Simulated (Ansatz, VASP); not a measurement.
## Two plane-wave programs on Ti

File run.py:

```python
from ase.calculators.vasp import Vasp
from ase.dft.bandgap import bandgap
from ase.spacegroup import crystal

atoms = crystal(
    ['Ti'],
    basis=[[0.6666666667, 0.3333333333, 0.75]],
    spacegroup=194,
    setting=1,
    cellpar=[2.95, 2.95, 4.68, 90.0, 90.0, 120.0],
    primitive_cell=True,
)
calc = Vasp(
    directory='calc',
    xc='pbe',
    pp='PBE',
    setups='recommended',
    pp_version='54',
    prec='Accurate',
    encut=520,
    ediff=1e-06,
    ismear=0,
    sigma=0.05,
    lreal=False,
    lasph=True,
    nelm=100,
    algo='Fast',
    isif=2,
    lwave=False,
    lcharg=True,
    lelf=True,
    lvhar=True,
    kpts=[10, 10, 6],
    gamma=True,
)
atoms.calc = calc

print('energy (eV):', atoms.get_potential_energy())
print('free energy (eV):', atoms.get_potential_energy(force_consistent=True))
print('forces (eV/A):')
print(atoms.get_forces())
print('stress (eV/A^3, Voigt):', atoms.get_stress())
print('Fermi level (eV):', calc.get_fermi_level())
gap, top, bottom = bandgap(calc)
print('band gap (eV):', gap, 'from (spin, k, band)', top, 'to', bottom)
```

Contents of input.yaml:

```yaml
crystal:
  lattice:
    - [2.95, 0.0, 0.0]
    - [-1.475, 2.5547749412, 0.0]
    - [0.0, 0.0, 4.68]
  atoms:
    - { symbol: Ti, position: [0.6666666667, 0.3333333333, 0.75] }
    - { symbol: Ti, position: [0.3333333333, 0.6666666667, 0.25] }
hamiltonian:
  xc: pbe
  pseudopotentials: { kind: paw }
kpoints:
  mp_grid: { grid: [10, 10, 6] }
scf:
  occupations: { method: gaussian, width: 0.05 }
output:
  forces: true
  stress: true
  eigenvalues: true
  write_density: true
  write_potential: true
  elf: true
  volumetric_format: npy
```

Alike in both runs: task single point; functional PBE; k mesh 10 × 10 × 6; occupations gaussian, width 0.05 eV; no spin polarisation.

|  | VASP | Ansatz |
| --- | --- | --- |
| version | VASP 6.6.1 | Ansatz 0.2.0 |
| potentials or method | VASP PAW PBE potentials, release 54 (Ti_sv) | Ansatz PAW |
| plane-wave cutoff (eV) | 520 | 420 |
| valence electrons in the cell | 24 | 24 |

|  | VASP | Ansatz | Ansatz less VASP |
| --- | --- | --- | --- |
| gap on the k mesh at the Fermi level (eV) | none | none | - |
| pressure (GPa) | -1.8 | -1.4 | +0.39 |
| largest component of the traceless stress (GPa) | 0.20 | 0.19 | -0.012 |

A gap of «none» marks a metal or a gap that the smearing closes.
